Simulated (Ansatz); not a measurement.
**Al2O3: relaxation of cell and atoms with PBEsol+D3(BJ)**

Al2O3:

```
CELL_PARAMETERS angstrom
2.88432 0.00000 0.00000
-1.44216 2.49790 0.00000
0.00000 0.00000 9.33675
ATOMIC_POSITIONS crystal
Al 0.00000 0.00000 0.85001
Al 0.00000 0.00000 0.14999
O 0.33333 0.66667 0.77768
O 0.66667 0.33333 0.00000
O 0.33333 0.66667 0.22232
```

Measurements of this composition are mostly on another form, of space group No. 167.

```yaml
Program: Ansatz 0.2.0
Task: relaxation of cell and atoms
Functional: PBEsol
Dispersion: D3(BJ)
Potentials_or_basis: Ansatz PAW
Cutoff: "420 eV (not typed: the program's choice for these potentials)"
k_mesh: 11 × 11 × 3
Occupations: fermi-dirac, width 0.05 eV
Spin: no spin polarisation
```

The relaxed volume is 10.11 Å³/atom, the relaxed cell is a = 2.849 Å, b = 2.849 Å, c = 7.192 Å, α = 90.00°, β = 90.00°, γ = 120.00° and the space group after relaxing (to 0.05 Å) is P-6m2 (No. 187). The energy gained by relaxing is 31.0 meV/atom, the ionic steps are 17 and the pressure after relaxing is 0.0 GPa. The band gap on the k mesh is 4.62 eV, indirect (least direct gap 4.75 eV).

Step by step:
```
step  energy change (eV)  largest force (eV/Å)  volume (Å³)
   1              0.0000                0.1396        67.27
   2             -0.0346                0.1560        65.10
   3             -0.0674                0.0818        61.21
   4             -0.0906                0.1139        58.05
   5             -0.1260                0.1257        54.98
   6             -0.1625                0.0915        52.04
   7             -0.1695                0.0266        50.93
   8             -0.1660                0.0281        51.74
   9             -0.1680                0.0235        51.41
  10             -0.1682                0.0024        51.37
  11             -0.1529                0.0020        51.37
  12             -0.1590                0.0032        50.34
  13             -0.1583                0.0101        50.58
  14             -0.1579                0.0014        50.68
  15             -0.1549                0.0017        50.68
  16             -0.1556                0.0001        50.55
  17             -0.1549                0.0002        50.55
```

Final structure:
```
CELL_PARAMETERS angstrom
2.84886 0.00000 0.00000
-1.42443 2.46719 0.00000
0.00000 0.00000 7.19152
ATOMIC_POSITIONS crystal
Al 0.00000 0.00000 0.80801
Al 0.00000 0.00000 0.19199
O 0.33333 0.66667 0.71332
O 0.66667 0.33333 0.00000
O 0.33333 0.66667 0.28668
```

Levels at points of the mesh, in eV from the valence-band top:
```tsv
k point	band 10	band 11	band 12	band 13	band 14	band 15
(0.00, 0.00, 0.00)	-0.85	-0.85	-0.13	4.62	7.51	8.49
```

Run time: 47 s on 2 threads of Arm Neoverse V2, on a shared host, peak memory 0.36 GiB.

Caveat: the volume moved by over 15 % at a fixed basis, so the end points are rough; odd divisions of the mesh miss points on the zone boundary, where band edges often lie, so the gap on the mesh can be too wide; the plane-wave basis is chosen anew once the cell has moved, so the energies of steps on either side of that aren't comparable; the pressure holds a Pulay correction of +0.8 GPa for the finite cutoff; the PAW data sets come from PBE, with cores solved anew for the run's functional, which leaves a small shift of forces and pressure. A k mesh can miss the band edges.
